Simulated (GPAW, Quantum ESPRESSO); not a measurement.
Fitting the PBE+D4 energy curve of AlN

```
CELL_PARAMETERS angstrom
0.00000 2.18399 2.18399
2.18399 0.00000 2.18399
2.18399 2.18399 0.00000
ATOMIC_POSITIONS crystal
Al 0.00000 0.00000 0.00000
N 0.25000 0.25000 0.25000
```

Measurements of this composition are mostly on another form, of space group No. 186.

The cell was scaled at fixed shape and fractions and run with Quantum ESPRESSO, PseudoDojo 0.4.1 SR PBE standard, cutoff 1143 eV; PBE+D4, k mesh 10 × 10 × 10 on the cell of 2 atoms, fermi-dirac occupations of 0.05 eV, no spin polarisation, no spin-orbit coupling. Energies are those that the program minimises, any entropy of the smearing included.

```tsv
V (Å³/atom)	energy over the lowest row (meV/atom)
9.7922	24.855
10.0006	?
10.2089	2.040
10.4173	0.000
10.6256	2.788
10.8340	10.324
11.0423	22.149
```

**Question.** Fit the third-order Birch-Murnaghan form, give V0, B0 and B′, and predict the energy left open.

**Answer.** With y = (V0/V)^(2/3), E = E0 + (9 V0 B0/16) [(y - 1)³ B′ + (y - 1)² (6 - 4y)]. Least squares through the rows shown give V0 = 10.3998 Å³/atom, E0 = -0.151 meV, B0 = 201.3 GPa (1 eV/Å³ = 160.218 GPa) and B′ = 4.67, with a largest miss of 0.133 meV, so B0 and B′ are loose. At V = 10.0006 the form with these constants gives 10.214 meV; the run gave 10.258 meV an atom. Other set-ups at this level, from all their volumes (Å³/atom, GPa): GPAW, GPAW PAW data sets (gpaw-data 1.2.1): V0 10.500, B0 199.8.
